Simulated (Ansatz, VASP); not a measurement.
# Al: VASP beside Ansatz

```xyz
4
Lattice="2.8271 0.0000 0.0000 -1.4135 2.4483 0.0000 0.0000 0.0000 9.1860" Properties=species:S:1:pos:R:3 pbc="T T T"
Al    0.0000    0.0000    0.0000
Al    0.0000    1.6322    2.2965
Al    0.0000    0.0000    4.5930
Al    1.4135    0.8161    6.8895
```

This isn't the form of Al at room conditions, which is fcc.

Alike in both runs: task relaxation of cell and atoms; functional PBEsol; k mesh 9 × 9 × 3; no spin polarisation.

|  | VASP | Ansatz |
| --- | --- | --- |
| version | VASP 6.6.1 | Ansatz 0.2.0 |
| potentials or method | VASP PAW PBE potentials, release 64 (Al) | plane waves, PAW |
| plane-wave cutoff (eV) | 600 | 420 |
| occupations | methfessel-paxton of order 1, width 0.1 eV | cold, width 0.1 eV |
| valence electrons in the cell | 12 | 12 |

```tsv
	VASP	Ansatz	Ansatz less VASP
relaxed volume (Å³/atom)	16.23	16.22	-0.014
relaxed cell length with the largest relative difference (Å)	9.397	9.388	-0.0087
energy change over the relaxation (meV/atom)	-5	-5	0.0
```

Caveats: the PAW data sets were made with another functional, which shifts forces and pressure a little (VASP).
